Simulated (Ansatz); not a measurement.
The cell is COD entry 1534878, as deposited and not checked against the literature; nothing was relaxed. The listed cell was then made from it by scaling, straining or moving an atom.

Ti: DFT, PBE, PAW with Ansatz's default frozen-core files, scalar-relativistic (Ansatz 0.2.0). What sets it apart from a plain run of this crystal: volume scaled by 0.97.

```yaml
crystal:
  lattice:
    - [0.0, 2.0094935475, 2.0094935475]
    - [2.0094935475, 0.0, 2.0094935475]
    - [2.0094935475, 2.0094935475, 0.0]
  atoms:
    - { symbol: Ti, position: [0.0, 0.0, 0.0] }
kpoints:
  mp_grid: { grid: [14, 14, 14] }
scf:
  occupations: { method: fermi_dirac, width: 0.05 }
hamiltonian:
  xc: pbe
  pseudopotentials: { kind: paw }
output:
  forces: true
  stress: true
  eigenvalues: true
  efg: { contact_densities: true }
```

Output (standing set-up lines are left out):

```
Crystal: 1 atoms, lattice volume = 16.229 Å³
Space group: Fm-3m (ITA 225), of the structure as read, at distance tolerance 2.5e-5 Å
SCF iter   1: F=—  HF=-2499.586198 eV  |F-HF|=—  |Δ(HF+E_count)|=         —  Δρ=3.11e-3  dr2=4.22e-4  ethr=1.77e-3  ⟨swp⟩=4.3  Hψ=5410  notcnv=0
preconditioner: auto → none  [metal: Δε(μ)=0.011 eV  Ē_g=4.411 eV  σ=0.050 eV  W_gap=0.06  n_scr=0 (ndim 8)  ℏωp=18.4 eV  f_vac=0.000  D(μ)=1.75/eV (n_scr^D=14)]
SCF iter   2: F=—  HF=-2499.586235 eV  |F-HF|=—  |Δ(HF+E_count)|=   3.68e-5  Δρ=1.56e-3  dr2=9.94e-5  ethr=3.51e-6  ⟨swp⟩=1.4  Hψ=2044  notcnv=0
SCF iter   3: F=—  HF=-2499.586344 eV  |F-HF|=—  |Δ(HF+E_count)|=   1.09e-4  Δρ=7.51e-5  dr2=2.52e-7  ethr=8.28e-7  ⟨swp⟩=2.3  Hψ=1199  notcnv=0
SCF iter   4: F=—  HF=-2499.586344 eV  |F-HF|=—  |Δ(HF+E_count)|=   1.46e-7  Δρ=2.71e-5  dr2=1.03e-7  ethr=2.10e-9  ⟨swp⟩=2.0  Hψ=1666  notcnv=0
iter 5 did not close the SCF: its close was put off for the readings that it lacked (scf_convergence_deferred on its scf_iter line)
SCF iter   5: F=-2499.586344 eV  HF=-2499.586344 eV  |F-HF|=1.53e-8  |Δ(HF+E_count)|=   1.51e-8  Δρ=1.07e-5  dr2=1.86e-8  ethr=8.54e-10  ⟨swp⟩=2.0  Hψ=1489  notcnv=0
SCF iter   6: F=-2499.586344 eV  HF=-2499.586344 eV  |F-HF|=3.26e-9  |Δ(HF+E_count)|=   4.67e-9  Δρ=4.93e-6  dr2=3.98e-9  ethr=1.55e-10  ⟨swp⟩=2.0  Hψ=3132  notcnv=0
SCF 1 converged in 6 iterations: F = -2499.586344 eV  dr2 = 3.98e-9
  greatest PAW one-centre occupation: 0.999 electrons in one spin orbital (limit 2), on the Ti atom at site 0 (counted from 0), in its partial waves of l = 0
SCF converged after 6 iterations
Free energy (F): -2499.586344 eV
Harris-Foulkes:  -2499.586344 eV  (|F-HF|=3.26e-9)
Internal energy: -2499.572241 eV  (E = F + TS)
E sigma→0 (E₀):  -2499.579293 eV
Entropy (-TS):   -0.014103 eV (-14.103 meV/atom)
Fermi energy:    14.363332 eV
--- Per-component energies (eV) ---
  E_band       = -143.092708
  E_kinetic    = 274.407979
  E_local      = -775.506778  (includes V_loc(G=0)·N_el)
  E_nonlocal   = 8.331540
  E_hartree    = 321.927790
  E_xc         = -98.042033
  E_vxc        = -122.720939  (∫ρ·V_xc dr)
  E_paw        = -1047.938119  (= ΣΔE_a)
  E_vpaw       = -171.462446  (= ΣTr[D̂ρ^β])
  E_aug_tail   = 0.000112  (compensation charges beyond the density's cutoff)
  E_ewald      = -1182.752732
  E_smearing   = -0.014103  (= −TS)
  E_closure    = 0.000000  (closes the sum)
  Σ components = -2499.586344   (vs F -2499.586344, Δ=0.00e0)
--- Forces (eV/Å), atoms counted from 1 ---
  atom   1  Ti    -0.00000000    -0.00000000     0.00000000
  max |Σ_I F_I| component: 6.98e-32 eV/Å
--- Stress (GPa, compression-positive) ---
        8.344149       0.000000      -0.000000
       -0.000000       8.344149       0.000000
        0.000000       0.000000       8.344149
  P = ⅓ Tr σ = 8.3441 GPa (83.441 kbar)
--- PAW observables at the nuclei: V_zz in 10²¹ V/m², potentials from the cell's mean, atoms counted from 1 ---
  atom   1  Ti V_zz =    -0.000000   η = 0.0000   by run symmetry: forbidden
            electrostatic potential = -2532.608487 V   contact ρ = 56792.298852 e/Å³
--- Band table (eV; the first three rows and the last of 104) ---
  k-point 0: bands = ["-42.1800", "-17.9701", "-17.9701", "-17.9701", "8.1556", "15.2867", "15.2867", "15.2867", "17.0828", "17.0828"]
  k-point 1: bands = ["-42.1720", "-18.0133", "-17.9754", "-17.9754", "8.3310", "15.1749", "15.3514", "15.3514", "17.0399", "17.0399"]
  k-point 2: bands = ["-42.1497", "-18.1333", "-17.9902", "-17.9902", "8.8350", "14.8905", "15.4999", "15.4999", "16.9676", "16.9676"]
  k-point 103: bands = ["-41.9642", "-18.5623", "-18.4541", "-18.2743", "12.6081", "13.5731", "14.4026", "16.7650", "18.5702", "22.6256"]
```
